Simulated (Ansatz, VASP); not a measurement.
# GaP in VASP and in Ansatz

POSCAR

```
GaP
1.0
    0.0000000000      2.6978681283      2.6978681283
    2.6978681283      0.0000000000      2.6978681283
    2.6978681283      2.6978681283      0.0000000000
Ga P
1 1
Direct
    0.0000000000      0.0000000000      0.0000000000
    0.2500000000      0.2500000000      0.2500000000
```

File INCAR.step1:

```
SYSTEM = GaP
PREC = Accurate
ENCUT = 520
ISMEAR = 0
SIGMA = 0.01
LREAL = .False.
LASPH = .True.
NELM = 60
NBANDS = 16
GGA = PE
ALGO = Normal
EDIFF = 1E-4
LWAVE = .True.
LCHARG = .False.
```

Contents of INCAR.step2:

```
SYSTEM = GaP
PREC = Accurate
ENCUT = 520
EDIFF = 1E-6
ISMEAR = 0
SIGMA = 0.01
LREAL = .False.
LASPH = .True.
NELM = 60
ALGO = Normal
ISIF = 2
LWAVE = .False.
LCHARG = .True.
METAGGA = R2SCAN
LMIXTAU = .True.
LELF = .True.
LVHAR = .True.
NBANDS = 16
ISTART = 1
```

The input KPOINTS:

```
Automatic mesh
0
Gamma
  6 6 6
  0 0 0
```

Input for Ansatz:

```yaml
crystal:
  lattice:
    - [0.0, 2.6978681283, 2.6978681283]
    - [2.6978681283, 0.0, 2.6978681283]
    - [2.6978681283, 2.6978681283, 0.0]
  atoms:
    - { symbol: Ga, position: [0.0, 0.0, 0.0] }
    - { symbol: P, position: [0.25, 0.25, 0.25] }
kpoints:
  mp_grid: { grid: [6, 6, 6] }
hamiltonian:
  xc: r2scan
scf:
  occupations: { method: fixed }
  n_extra_bands: 4
output:
  forces: true
  stress: true
  eigenvalues: true
```

Alike in both runs: task single point; functional r2SCAN; k mesh 6 × 6 × 6; no spin polarisation.

|  | VASP | Ansatz |
| --- | --- | --- |
| version | VASP 6.6.1 | Ansatz 0.2.0 |
| potentials or method | VASP PAW PBE potentials, release 64 (Ga_d, P) | plane waves, PAW |
| plane-wave cutoff (eV) | 520 | 500 |
| occupations | gaussian, width 0.01 eV | fixed |
| valence electrons in the cell | 18 | 18 |

```tsv
	VASP	Ansatz	Ansatz less VASP
gap on the k mesh at the Fermi level (eV)	1.85	1.84	-0.004
pressure (GPa)	2.9	2.9	+0.04
```

Caveats: the PAW data sets were made with another functional, which shifts forces and pressure a little (VASP). r2SCAN opens gaps a little over a GGA but as a rule still falls short of measured ones. A k mesh can miss the band edges.
